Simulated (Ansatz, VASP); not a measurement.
**Ir in VASP and in Ansatz**

File INCAR:

```
SYSTEM = Ir
PREC     = Accurate       ! precision mode
ENCUT    = 520            ! plane-wave cutoff, eV
EDIFF    = 1E-6           ! SCF threshold, eV
ISMEAR   = 0              ! smearing method
SIGMA    = 0.15           ! smearing width, eV
LREAL    = .FALSE.        ! projectors in reciprocal space
LASPH    = .TRUE.         ! aspherical terms in the spheres
NELM     = 100            ! most SCF steps
ALGO     = Normal         ! electronic algorithm
ISIF     = 2              ! what is computed and relaxed
LWAVE    = .FALSE.        ! write WAVECAR
LCHARG   = .TRUE.         ! write CHGCAR
GGA      = PS             ! functional
LELF     = .TRUE.         ! ELF
LVHAR    = .TRUE.       
NBANDS   = 16             ! bands
```

KPOINTS

```
regular mesh
0
G
  18 18 12
  0 0 0
```

POSCAR

```
Ir
1.0
    2.6688365577      0.0000000000      0.0000000000
   -1.3344182789      2.3112802576      0.0000000000
    0.0000000000      0.0000000000      4.4622900000
Ir
2
Direct
    0.6666666667      0.3333333333      0.7500000000
    0.3333333333      0.6666666667      0.2500000000
```

Input for Ansatz:

```yaml
crystal:
  lattice:
    - [2.6688365577, 0.0, 0.0]
    - [-1.3344182789, 2.3112802576, 0.0]
    - [0.0, 0.0, 4.46229]
  atoms:
    - { symbol: Ir, position: [0.6666666667, 0.3333333333, 0.75] }
    - { symbol: Ir, position: [0.3333333333, 0.6666666667, 0.25] }
basis:
  ecutwfc: 420
kpoints:
  mp_grid: { grid: [18, 18, 12] }
hamiltonian:
  xc: pbesol
scf:
  occupations: { method: gaussian, width: 0.15 }
output:
  forces: true
  stress: true
  eigenvalues: true
```

Change from the starting cell: strain -0.030 along x and y, +0.000 along z, atoms carried along.

Alike in both runs: task single point; functional PBEsol; k mesh 18 × 18 × 12; occupations gaussian, width 0.15 eV; no spin polarisation.

|  | VASP | Ansatz |
| --- | --- | --- |
| version | VASP 6.6.1 | Ansatz 0.2.0 |
| potentials or method | VASP PAW PBE potentials, release 64 (Ir) | scalar-relativistic, plane waves, PAW |
| plane-wave cutoff (eV) | 520 | 420 |
| valence electrons in the cell | 18 | 34 |

|  | VASP | Ansatz | Ansatz less VASP |
| --- | --- | --- | --- |
| gap on the k mesh at the Fermi level (eV) | none | none | - |
| pressure (GPa) | 11.7 | 10.5 | -1.20 |
| largest component of the traceless stress (GPa) | 8.87 | 8.87 | -0.003 |

A gap of «none» marks a metal or a gap that the smearing closes. The two sets of potentials don't hold the same shells in valence.

Caveats: the PAW data sets were made with another functional, which shifts forces and pressure a little (VASP). The runs have no spin-orbit coupling, so splittings on Ir are missing.
